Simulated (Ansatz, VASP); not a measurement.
# InAs in two plane-wave programs, part 2 of 2

Aim: how closely do two programs agree when they are given the same cell, functional and k mesh? Of the first pair: The cell is taken from a series of runs on this material, whose earlier steps may have relaxed, scaled, displaced or heated it; both programs get it as it stands.

VASP 6.6.1 and Ansatz 0.2.0.

So far: Set-up; Ansatz: relaxation of cell and atoms, LDA, pair 1; VASP: relaxation of cell and atoms, LDA, pair 1; Differences.

## (5) VASP: relaxation of cell and atoms, LDA, pair 2

Level of this step: LDA; plane waves and PAW (As, In_d) (VASP).

The relaxed volume is the usual yardstick between codes: in a stiff, nearly cubic crystal its relative difference is about their pressure difference at one cell divided by the bulk modulus.

The input, INCAR:

```
SYSTEM = InAs
PREC = Accurate
ENCUT = 500
EDIFF = 1E-07
NELM = 120
ISMEAR = 0
SIGMA = 0.1
LREAL = .FALSE.
ALGO = Normal
GGA = CA
NBANDS = 15
LORBIT = 11
LWAVE = .FALSE.
LCHARG = .FALSE.
ISIF = 3
IBRION = 2
NSW = 80
EDIFFG = -0.005
LASPH = .TRUE.
GGA_COMPAT = .FALSE.
NELMIN = 4
KPAR = 2
```

The input, POSCAR:

```
InAs
1.0
    0.0000000000      3.0180000000      3.0180000000
    3.0180000000      0.0000000000      3.0180000000
    3.0180000000      3.0180000000      0.0000000000
As In
1 1
Direct
    0.7500000000      0.7500000000      0.7500000000
    0.0000000000      0.0000000000      0.0000000000
```

The input, KPOINTS:

```
Automatic mesh
0
Gamma
12 12 12
0 0 0
```

The projector-augmented-wave data sets are As and In_d (LDA family, release 64).

On the command line:

```
$ mpirun -np 2 vasp_std
```

Numbers of over 12 decimals in the logs are rounded to 6 here.

Log:

```text
[... set-up lines as in an earlier step ...]
 entering main loop
       N       E                     dE             d eps       ncg     rms          rms(c)
DAV:   1     0.113484650628E+03    0.11348E+03   -0.82536E+03  2160   0.127E+03
DAV:   2    -0.122052560232E+01   -0.11471E+03   -0.11047E+03  2314   0.306E+02
DAV:   3    -0.913403326035E+01   -0.79135E+01   -0.78677E+01  2783   0.812E+01
DAV:   4    -0.933598575719E+01   -0.20195E+00   -0.20190E+00  2581   0.144E+01
[...]
DAV:  11    -0.902991025057E+01   -0.37583E-05   -0.34532E-05  3259   0.115E-01    0.494E-02
DAV:  12    -0.902990787566E+01    0.23749E-05   -0.49008E-06  3187   0.301E-02    0.718E-03
DAV:  13    -0.902990791916E+01   -0.43499E-07   -0.67920E-07  2734   0.483E-03
   1 F= -.90299079E+01 E0= -.90298331E+01  d E =-.902991E+01
[...]
N       E                     dE             d eps       ncg     rms          rms(c)
DAV:   1    -0.903231429776E+01   -0.24064E-02   -0.55536E-02  2741   0.466E+00    0.319E-01
[...]
DAV:   6    -0.902994386733E+01    0.10304E-05   -0.18129E-06  3401   0.152E-02    0.319E-03
DAV:   7    -0.902994385028E+01    0.17056E-07   -0.17222E-07  1846   0.716E-03
   2 F= -.90299439E+01 E0= -.90298692E+01  d E =-.359311E-04
 trial-energy change:   -0.000036  1 .order   -0.000047   -0.000197    0.000102
 step:   0.6036(harm=  0.6589)  dis= 0.00000  next Energy=    -9.029965 (dE=-0.568E-04)
[...]
N       E                     dE             d eps       ncg     rms          rms(c)
DAV:   1    -0.903033654714E+01   -0.39268E-03   -0.88088E-03  2741   0.187E+00    0.126E-01
DAV:   2    -0.903001779957E+01    0.31875E-03   -0.64028E-04  2685   0.595E-01    0.430E-02
DAV:   3    -0.902996637317E+01    0.51426E-04   -0.14621E-04  2776   0.257E-01    0.276E-02
DAV:   4    -0.902996616902E+01    0.20415E-06   -0.67814E-06  2314   0.238E-02    0.209E-02
DAV:   5    -0.902996486606E+01    0.13030E-05   -0.74621E-07  2608   0.857E-03    0.900E-03
DAV:   6    -0.902996469238E+01    0.17368E-06   -0.30142E-07  3158   0.612E-03    0.118E-03
DAV:   7    -0.902996468803E+01    0.43478E-08   -0.28237E-08  1269   0.303E-03
   3 F= -.90299647E+01 E0= -.90298900E+01  d E =-.567689E-04
[...]
reached required accuracy - stopping structural energy minimisation
```

From OUTCAR (step 5):

```text
  Total       -0.0005403     -0.0005403     -0.0005403      0.0000000     -0.0000000      0.0000000
  in kB       -0.0157808     -0.0157808     -0.0157808      0.0000000     -0.0000000      0.0000000
  external PRESSURE =      -0.0157808 kB  Pullay stress =       0.0000000 kB

 POSITION                                       TOTAL-FORCE (eV/Angst)
 -----------------------------------------------------------------------------------
      4.52356      4.52356      4.52356        -0.000000     -0.000000     -0.000000
      0.00000      0.00000      0.00000         0.000000      0.000000      0.000000
 -----------------------------------------------------------------------------------
    total drift:                                0.000000      0.000000      0.000000

  FREE ENERGIE OF THE ION-ELECTRON SYSTEM (eV)
  ---------------------------------------------------
  free  energy   TOTEN  =        -9.0299646880 eV

  energy  without entropy=       -9.0298152568  energy(sigma->0) =       -9.02988997

[... 2 parts as in an earlier step ...]

[... 2 further parts left out ...]
[key lines of the parts left out:]
E-fermi :   4.4745
```

## (6) Ansatz: relaxation of cell and atoms, LDA, pair 2

The same cell, functional (in two slightly different forms), mesh and smearing now go to Ansatz, which takes its cutoff from its data sets.

The cell is taken from a series of runs on this material, whose earlier steps may have relaxed, scaled, displaced or heated it; both programs get it as it stands.

The input, input.yaml:

```yaml
crystal:
  lattice:
    - [0.0, 3.018, 3.018]
    - [3.018, 0.0, 3.018]
    - [3.018, 3.018, 0.0]
  atoms:
    - { symbol: As, position: [0.75, 0.75, 0.75] }
    - { symbol: In, position: [0.0, 0.0, 0.0] }
kpoints:
  mp_grid: { grid: [12, 12, 12] }
hamiltonian:
  xc: lda
  pseudopotentials: { kind: paw, azcp: { folder: soft_1 }, xc_functional: pbe }
scf:
  occupations: { method: gaussian, width: 0.1 }
output:
  forces: true
  stress: true
  eigenvalues: true
relax:
  adjacent_minimum: "off"
  f_tol: 0.005
  max_steps: 80
  cell: { stress_tol: 0.05 }
```

On the command line:

```
$ ansatz run input.yaml --threads 4 --pin off --max-ram 10240MiB --backend cpu --events-out ev --progress --plain --runs-dir out
```

Log:

```text
[...]
Crystal: 2 atoms, lattice volume = 54.978 Å³
Basis set: ecut = 420 eV, 1067 PW (Γ)
Bands: 18, of which v1, the nominal top of the filled ones, is band 14 counted from 1 (13 counted from 0)
Symmetry: 24 space group operations
[...]
k-points: 72 of 1728 (time reversal used)
[...]
k-point 71: bands = [... 10 lower, -2.3912, 1.6729, 4.4770, 4.5506, 11.6601, 11.7171, 12.3976, 13.4863]
--- Relaxed structure (3 steps of the walk, 3 accepted, 1 SCFs on fresh bases) ---
[...]
cell:  # Å, volume = 54.7002 Å³
    - [0, 3.012912, 3.012912]
    - [3.012912, 0, 3.012912]
    - [3.012912, 3.012912, 0]
  atoms:
    - { symbol: As, position: [0.750000, 0.750000, 0.750000] }
    - { symbol: In, position: [0, 0, 0] }
[key lines of the parts left out:]
SCF converged after 4 iterations
Free energy (F): -10231.302436 eV
Fermi energy:    7.556940 eV
P = ⅓ Tr σ = -0.0015 GPa (-0.015 kbar)
```

## (7) Side by side

What differs besides the data sets and the points named for the pairs above, as far as they apply: the data sets hold 28 valence electrons in Ansatz (on its PAW soft_1 files) and 18 in VASP. Total energies have different zeros and are not compared.

The two programs side by side:

| quantity | Ansatz | VASP | difference |
| --- | --- | --- | --- |
| volume (Å³) | 54.70 | 54.85 | -0.28 % |
| edge a after relaxation, in the typed setting (Å) | 4.261 | 4.265 | -0.09 % |

## (8) Ansatz: relaxation, LDA

This run makes the geometry at which the two programs are then compared.

The structure compared here is the end of the Ansatz relaxation.

input.yaml, the sections that differ from step 6:

```yaml
crystal:
  lattice:
    - [0.0, 3.1032989977, 2.9429952466]
    - [3.1032989977, 0.0, 2.9429952466]
    - [3.1032989977, 3.1032989977, 0.0]
  atoms:
    - { symbol: As, position: [0.75, 0.75, 0.75] }
    - { symbol: In, position: [0.0, 0.0, 0.0] }
  conventional_axes: [[-1, 1, 1], [1, -1, 1], [1, 1, -1]]
scf:
  occupations: { method: methfessel_paxton, width: 0.2 }
relax:
  adjacent_minimum: "off"
  f_tol: 0.001
  max_steps: 60
  cell: { stress_tol: 0.01, fix: [a, b, gamma] }
# kpoints, hamiltonian, output: as in step 6
```

Log:

```text
[...]
Crystal: 2 atoms, lattice volume = 56.685 Å³
Basis set: ecut = 420 eV, 1105 PW (Γ)
Bands: 18, of which v1, the nominal top of the filled ones, is band 14 counted from 1 (13 counted from 0)
Symmetry: 8 space group operations
[...]
k-points: 163 of 1728 (time reversal used)
[...]
k-point 162: bands = [... 10 lower, -2.5781, 1.5735, 4.6680, 4.6680, 8.4569, 8.7678, 16.2285, 16.2285]
--- Relaxed structure (2 steps of the walk, 2 accepted, 1 SCFs on fresh bases) ---
[...]
cell:  # Å, volume = 55.9973 Å³
    - [0, 3.1032989977, 2.907302]
    - [3.1032989977, 0, 2.907302]
    - [3.1032989977, 3.1032989977, 0]
  atoms:
    - { symbol: As, position: [0.75, 0.75, 0.75] }
    - { symbol: In, position: [0, 0, 0] }
[key lines of the parts left out:]
SCF converged after 6 iterations
Free energy (F): -10231.279901 eV
Fermi energy:    7.287109 eV
P = ⅓ Tr σ = -1.4141 GPa (-14.141 kbar)
```

## (9) VASP: single point, LDA

The same cell, functional (in two slightly different forms), mesh and smearing now go to VASP, with its own data sets.

The input, INCAR:

```
SYSTEM = InAs
PREC = Accurate
ENCUT = 500
EDIFF = 1E-06
NELM = 120
ISMEAR = 1
SIGMA = 0.2
LREAL = .FALSE.
ALGO = Normal
GGA = CA
NBANDS = 15
LORBIT = 11
LWAVE = .FALSE.
LCHARG = .FALSE.
ISIF = 2
LASPH = .TRUE.
GGA_COMPAT = .FALSE.
EFERMI = MIDGAP
KPAR = 2
```

The input, POSCAR:

```
InAs
1.0
    0.0000000000      3.1032989977      2.9073015267
    3.1032989977      0.0000000000      2.9073015267
    3.1032989977      3.1032989977      0.0000000000
As In
1 1
Direct
    0.7500000000      0.7500000000      0.7500000000
    0.0000000000      0.0000000000      0.0000000000
```

KPOINTS is that of step 5.

On the command line:

```
$ mpirun -np 2 vasp_std
```

Log:

```text
[... set-up lines as in an earlier step ...]
 entering main loop
       N       E                     dE             d eps       ncg     rms          rms(c)
DAV:   1     0.110656489226E+03    0.11066E+03   -0.82125E+03  4897   0.125E+03
DAV:   2    -0.157295431166E+01   -0.11223E+03   -0.10801E+03  5317   0.297E+02
DAV:   3    -0.911454089090E+01   -0.75416E+01   -0.75014E+01  6402   0.789E+01
DAV:   4    -0.930888090246E+01   -0.19434E+00   -0.19429E+00  5878   0.143E+01
[...]
DAV:  11    -0.900890736267E+01   -0.43453E-05   -0.30946E-05  7496   0.107E-01    0.510E-02
DAV:  12    -0.900890495269E+01    0.24100E-05   -0.46598E-06  6110   0.293E-02    0.663E-03
DAV:  13    -0.900890498780E+01   -0.35107E-07   -0.66670E-07  3362   0.492E-03
   1 F= -.90089050E+01 E0= -.90090568E+01  d E =0.455460E-03
```

From OUTCAR (step 9):

```text
  Total       -0.6921450     -0.6921450      0.0434449      0.0000000      0.0000000      0.0000000
  in kB      -19.8034266    -19.8034266      1.2430314      0.0000000      0.0000000      0.0000000
  external PRESSURE =     -12.7879406 kB  Pullay stress =       0.0000000 kB

 POSITION                                       TOTAL-FORCE (eV/Angst)
 -----------------------------------------------------------------------------------
      4.65495      4.65495      4.36095         0.000000      0.000000     -0.000000
      0.00000      0.00000      0.00000        -0.000000     -0.000000      0.000000
 -----------------------------------------------------------------------------------
    total drift:                               -0.000000     -0.000000      0.000000

  FREE ENERGIE OF THE ION-ELECTRON SYSTEM (eV)
  ---------------------------------------------------
  free  energy   TOTEN  =        -9.0089049878 eV

  energy  without entropy=       -9.0093604481  energy(sigma->0) =       -9.00905681

[... 3 further parts left out ...]
[key lines of the parts left out:]
E-fermi :   4.3029
```

The gap is under twice the smearing width, so the edge states are partly filled and the run can't tell a small gap from a semimetal. Methfessel-Paxton smearing is not meant for a cell with a gap.

## (10) Comparison

What differs besides the data sets and the points named for the pairs above, as far as they apply: the data sets hold 28 valence electrons in Ansatz (on its PAW soft_1 files) and 18 in VASP; Ansatz's pressure holds a Pulay correction, VASP's none. Total energies have different zeros and are not compared.

Compared:

| quantity | Ansatz | VASP | difference |
| --- | --- | --- | --- |
| pressure (GPa) | -1.41 | -1.28 | -0.14 |

## (11) Outcome

| Quantity | Value |
| --- | --- |
| difference in volume (relaxation of cell and atoms, LDA, pair 1) | -0.28 % |
| difference in volume (relaxation of cell and atoms, LDA, pair 2) | -0.28 % |
| difference in pressure (single point, LDA) | -0.14 GPa |

**Reading.** The difference in volume is -0.28 % (relaxation of cell and atoms, LDA, pair 2), within the 1.2 % picked in this series as the mark of a large difference, as far as the stopping tolerances let one tell. The data sets hold unlike numbers of valence electrons (28 in Ansatz and 18 in VASP), so part of the differences comes from the potentials. 5 further runs of this series are not shown here. Such differences can come from data sets, numerical settings and the points named under the comparisons, not from the functional's error against experiment.

[Lines on the potential files, build, host, timing and source positions are cut from VASP's logs without a mark.]

[Logs are printed without paths, hosts, clocks, repeated set-up lines and the standing remarks that a program may print on its own settings, such as how far it seeks lower states.]

[Hosts, paths, dates, database ids (printed as entryN), source tags and the programs' standing remarks are cut or masked in the printed files.]
